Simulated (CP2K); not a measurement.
Si:

```
Si
1.0
     5.08062    0.00000    0.00000
    -3.62585    3.55892    0.00000
    -0.72738   -1.77946    4.70289
Si
4
Direct
  0.82120 0.17880 0.00000
  0.17880 0.82120 0.00000
  0.82120 0.82120 0.64240
  0.17880 0.17880 0.35760
```

This isn't the form of Si at room conditions, which is diamond.

Base run:

* Program: CP2K 2026.2
* Functional: TASK
* Potentials or basis: POTENTIAL_UZH Si GTH-SCAN-q4; TZVP-MOLOPT-SCAN-GTH basis
* Density cutoff: 9184 eV
* k mesh: 8 × 8 × 8
* Occupations: fermi-dirac, width 0.01 eV
* Spin: no spin polarisation

Its results: band gap on the k mesh 0.74 eV, indirect (least direct gap 0.92 eV); pressure 1.1 GPa; largest force 0.058 eV/Å.

The run is repeated on the same cell with these changes: functional from TASK to SCAN; occupations from fermi-dirac, width 0.01 eV to fermi-dirac, width 0.1 eV. What comes out?

Band gap on the k mesh 0.77 eV, indirect (least direct gap 0.92 eV); pressure -1.3 GPa; largest force 0.027 eV/Å.

Caveats: the basis of atomic orbitals isn't converged, which shifts pressures, moduli and gaps; the potentials were made for another functional, which shifts forces and pressure (some runs).
